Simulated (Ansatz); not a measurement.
# Bi (P2/m) in Ansatz: convergence with scf exx energy threshold

Aim: find how far scf exx energy threshold must go before the results for Bi settle, at PBE0. This setting moves, with any that are tied to it; all else stays.

Program: Ansatz 0.2.0. These are calculated values, not measurements. Logs are shortened: lines on timing, memory, paths and dates and some standing lists are left out, and cuts for length are marked.

## 1. Starting point

It takes space group P2/m (No. 10, monoclinic). The conventional cell has a = 3.238 Å, b = 3.222 Å, c = 6.444 Å, α = 90.00°, β = 90.72°, γ = 90.00°. Bi (site symmetry m) has 6 Bi at 3.22 to 3.24 Å as nearest neighbours.

This isn't the form of Bi at room conditions, which is rhombohedral.

## 2. With scf exx energy threshold 0.01

File input.yaml:

```yaml
crystal:
  lattice:
    - [3.238376246, 0.0, 0.0]
    - [0.0, 3.22164332, 0.0]
    - [-0.0804548793, 0.0, 6.4438887882]
  atoms:
    - { symbol: Bi, position: [0.54424725, 0.0, 0.74957789] }
    - { symbol: Bi, position: [0.45575275, 0.0, 0.25042211] }
hamiltonian:
  xc: pbe0
  pseudopotentials: { kind: paw }
kpoints:
  mp_grid: { grid: [4, 4, 2] }
scf:
  occupations: { method: fermi_dirac, width: 0.1 }
  exx: { energy_threshold: 0.01 }
output:
  forces: true
  stress: true
  eigenvalues: true
```

Potentials or basis: Ansatz PAW.

Run with:

```bash
ansatz run input.yaml --threads 2 --pin off --max-ram 5632MiB --backend cpu --events-out ev --progress --plain --runs-dir out
```

Log:

```text
Warning: output.stress: scf.convergence.dr2_threshold = 1e-7 eV (the SCF's general default) is looser than the 2e-10 eV advised for a printed stress (1e-10 eV for each atom of the cell: 2). What an SCF threshold leaves in a stress goes as its square root, and in the free energy as the threshold itself, and one threshold admits the most on a small cell: of the crystals measured, under no hybrid functional and no lock of the moments, on runs that ended without the residual-converged pass, on stresses that held no estimate of that error, the worst erred by over 100 MPa in a component at 1e-7 eV an atom and by under 5 at 1e-10. Set scf.convergence.dr2_threshold to 2e-10 eV or tighter. The threshold is an SCF's pass mark: one that does not reach it within its budget of iterations ends unconverged, or closes short of it on a stop that the run arms, and scf.convergence.dr2_threshold's page says what that costs each kind of run
Warning: output.stress: scf.exx.energy_threshold = 1e-2 eV is looser than the 2e-8 eV advised for a stress under a hybrid functional (1e-8 eV for each atom of the cell: 2). Every SCF of the exchange loop can meet its threshold on dr2 while the loop round them stops early: no threshold on dr2 bounds what that leaves in the stress. Set scf.exx.energy_threshold to 2e-8 eV or tighter. The threshold is the loop's pass mark: a loop that does not reach it within its budget of cycles ends unconverged, and scf.exx.energy_threshold's page has the law
Warning: RAYON_NUM_THREADS=2 ignored (pool sized by the plan → 2); use --threads N
Engine: ansatz 0.2.0, x86_64-unknown-linux-gnu
Pseudopotentials: kind: paw
Pseudopotential: Bi, paw, valence charge 15, recommended cutoff 420 eV (normal), Bi.paw.azcp
Functional definition: PBE0
  parameter a = 0.25
  parameter kappa = 0.804
  parameter beta = 0.06672455060314922
  exchange = (1 - a)*pbe_x(kappa = kappa, mu = beta*pi^2/3) + a*exact_x
  correlation = pbe_c(beta = beta)
Crystal: 2 atoms, lattice volume = 67.228 Å³
Basis set: ecut = 420 eV, 1307 PW (Γ), exchange–correlation on 48×48×90 points (8 copies of the dense FFT grid, shifted against one another)
Bands: 19, of which v1, the nominal top of the filled ones, is band 15 counted from 1 (14 counted from 0)
Symmetry: 4 space group operations
Space group: P2/m (ITA 10), of the structure as read, at distance tolerance 4.1e-5 Å
k-points: 18 of 32
Non-local potential: Bi, projectors of the file, l = 0: 2, l = 1: 2, l = 2: 2, l = 3: 2
PAW form: soft (Blöchl's): semilocal exchange-correlation on the pseudo side does not see the compensation charge
PAW frozen core: Bi, regenerated for the run's functional, and the local potential with it (the file was generated under x = pbe(κ = 0.804, μ = 0.2195149727645171), c = pbe(β = 0.06672455060314922))
PAW one-centre angular grid: Bi, 590 points (default); XC on 64 Gauss nodes
Initial density: superposition of atomic densities (neutral atoms: chi_scale 0, normalization atom), corrected by the library's trained network
[... 195 lines left out ...]
Entropy (-TS):   -0.028059 eV (-14.029 meV/atom)
Fermi energy:    10.308965 eV
--- Per-component energies (eV) ---
  E_band       = -264.809483
  E_kinetic    = 602.215900
  E_local      = -3011.795545  (includes V_loc(G=0)·N_el)
  E_nonlocal   = 1122.814876
  E_hartree    = 974.030994
  E_xc         = -232.340643
  E_vxc        = -221.421262  (∫ρ·V_xc dr)
  E_exx        = -81.802177  (= α·E_x^exact, valence–valence)
  E_paw        = -21317.059645  (= ΣΔE_a)
  E_vpaw       = -541.080276  (= ΣTr[D̂ρ^β])
  E_aug_tail   = -0.000869  (compensation charges beyond the density's cutoff)
  E_ewald      = -2849.661505
  E_core_change = 0.378250  (= ΣΔE_core)
  E_smearing   = -0.028059  (= −TS)
  E_closure    = 0.000000  (closes the sum)
  Σ components = -24793.248422   (vs F -24793.248422, Δ=0.00e0)
--- Forces (eV/Å), atoms counted from 1 ---
  atom   1  Bi     0.32769731     0.00000000    -0.05610013
  atom   2  Bi    -0.32769731    -0.00000000     0.05610013
  max |Σ_I F_I| component: 0.00e0 eV/Å
--- Stress (GPa, compression-positive) ---
        0.508908       0.000000      -0.055863
        0.000000       4.121587       0.000000
       -0.055863       0.000000      -1.285562
  P = ⅓ Tr σ = 1.1150 GPa (11.150 kbar)
--- Band table (eV; the first three rows and the last of 18) ---
  k-point 0: bands = ["-15.3901", "-15.3613", "-15.3537", "-15.1154", "-15.0908", "-15.0837", "-15.0312", "-14.9969", "-14.9821", "-14.9818", "-4.8618", "-2.5867", "3.9622", "14.1361", "14.1640", "14.1725", "15.9840", "16.4477", "17.5695"]
  k-point 1: bands = ["-15.3639", "-15.3638", "-15.2470", "-15.2347", "-15.0706", "-15.0630", "-15.0401", "-15.0347", "-14.9866", "-14.9838", "-3.9920", "-3.9642", "7.6966", "7.7703", "14.9186", "15.0136", "15.0911", "15.1126", "18.7366"]
  k-point 2: bands = ["-15.3811", "-15.2729", "-15.2085", "-15.1481", "-15.1081", "-15.0470", "-15.0319", "-15.0304", "-15.0262", "-15.0027", "-3.9785", "-1.7220", "4.9142", "7.7091", "10.7716", "15.0760", "15.1114", "16.4234", "16.9411"]
  k-point 17: bands = ["-15.2064", "-15.2041", "-15.1776", "-15.1768", "-15.1338", "-15.1329", "-15.0538", "-15.0469", "-14.8673", "-14.8671", "0.5514", "0.5990", "7.1248", "7.1327", "7.1482", "7.1689", "13.0068", "13.1509", "14.2768"]
```

Run time: 26 s. Hardware: 2 threads of AMD EPYC 9R45 (Zen 5), shared host; peak memory 0.91 GiB.

What came out:

| Property | Result |
| --- | --- |
| Free energy | -24793.2484 eV |
| Pressure | 1.1 GPa |
| Largest force | 0.332 eV/Å |
| Band gap on the k mesh | none (metal or under the smearing width) |

## 3. With scf exx energy threshold 0.001

Changes to input.yaml since step 2:

```diff
@@ -15,3 +15,3 @@
   occupations: { method: fermi_dirac, width: 0.1 }
-  exx: { energy_threshold: 0.01 }
+  exx: { energy_threshold: 0.001 }
 output:
```

Potentials or basis: Ansatz PAW.

Run with:

```bash
ansatz run input.yaml --threads 2 --pin off --max-ram 5632MiB --backend cpu --events-out ev --progress --plain --runs-dir out
```

Wall time 25 s (2 threads of AMD EPYC 9R45 (Zen 5), shared host); peak memory 0.91 GiB.

Results:

- Free energy: -24793.2484 eV
- Pressure: 1.1 GPa
- Largest force: 0.332 eV/Å
- Band gap on the k mesh: none (metal or under the smearing width)

## 4. With scf exx energy threshold 0.0001

Changes to input.yaml since step 3:

```diff
@@ -15,3 +15,3 @@
   occupations: { method: fermi_dirac, width: 0.1 }
-  exx: { energy_threshold: 0.001 }
+  exx: { energy_threshold: 0.0001 }
 output:
```

Run with:

```bash
ansatz run input.yaml --threads 2 --pin off --max-ram 5632MiB --backend cpu --events-out ev --progress --plain --runs-dir out
```

Run time: 25 s. Hardware: 2 threads of AMD EPYC 9R45 (Zen 5), shared host; peak memory 0.92 GiB.

What came out:

```yaml
Free_energy: -24793.2484 eV
Pressure: 1.1 GPa
Largest_force: 0.332 eV/Å
Band_gap_on_the_k_mesh: none (metal or under the smearing width)
```

## 5. With scf exx energy threshold 1e-05

Changes to input.yaml since step 4:

```diff
@@ -15,3 +15,3 @@
   occupations: { method: fermi_dirac, width: 0.1 }
-  exx: { energy_threshold: 0.0001 }
+  exx: { energy_threshold: 1.0e-05 }
 output:
```

Run with:

```bash
ansatz run input.yaml --threads 2 --pin off --max-ram 5632MiB --backend cpu --events-out ev --progress --plain --runs-dir out
```

Wall time 26 s (2 threads of AMD EPYC 9R45 (Zen 5), shared host); peak memory 0.9 GiB.

It converged, with:

```
Free energy            : -24793.2484 eV
Pressure               : 1.1 GPa
Largest force          : 0.332 eV/Å
Band gap on the k mesh : none (metal or under the smearing width)
```

## 6. With scf exx energy threshold 1e-06

Changes to input.yaml since step 5:

```diff
@@ -15,3 +15,3 @@
   occupations: { method: fermi_dirac, width: 0.1 }
-  exx: { energy_threshold: 1.0e-05 }
+  exx: { energy_threshold: 1.0e-06 }
 output:
```

Potentials or basis: Ansatz PAW.

Run with:

```bash
ansatz run input.yaml --threads 2 --pin off --max-ram 5632MiB --backend cpu --events-out ev --progress --plain --runs-dir out
```

Run time: 27 s. Hardware: 2 threads of AMD EPYC 9R45 (Zen 5), shared host; peak memory 0.91 GiB.

It converged, with:

| Item | Value |
| --- | --- |
| Free energy | -24793.2484 eV |
| Pressure | 1.1 GPa |
| Largest force | 0.332 eV/Å |
| Band gap on the k mesh | none (metal or under the smearing width) |

## 7. With scf exx energy threshold 1e-07

Changes to input.yaml since step 6:

```diff
@@ -15,3 +15,3 @@
   occupations: { method: fermi_dirac, width: 0.1 }
-  exx: { energy_threshold: 1.0e-06 }
+  exx: { energy_threshold: 1.0e-07 }
 output:
```

Run with:

```bash
ansatz run input.yaml --threads 2 --pin off --max-ram 5632MiB --backend cpu --events-out ev --progress --plain --runs-dir out
```

It took 26 s on 2 threads of AMD EPYC 9R45 (Zen 5), shared host; peak memory 0.91 GiB.

It converged, with:

- Free energy: -24793.2484 eV
- Pressure: 1.1 GPa
- Largest force: 0.332 eV/Å
- Band gap on the k mesh: none (metal or under the smearing width)

## 8. The series at a glance

```
scf exx energy threshold  energy less the tightest run, at zero smearing (meV/atom)  SCF cycles  CPU time (s)  peak memory (GiB)
                    0.01                                                       0.00         122            49               0.91
                   0.001                                                       0.00         122            47               0.91
                  0.0001                                                       0.00         122            48               0.92
                   1e-05                                                       0.00         121            49                0.9
                   1e-06                                                       0.00         127            50               0.91
                   1e-07                                                       0.00         127            48               0.91
```

Against the tightest run, the energy stays within 1 meV/atom from 0.01 on. The tightest run that finished is the yardstick and may itself not be fully converged.

Caveats: all runs use coarse meshes; spin-orbit coupling is left out, which moves the levels of the heavy elements; the PAW data sets come from PBE, with cores solved anew for the run's functional, which leaves a small shift of forces and pressure; the thresholds are loose for stress.
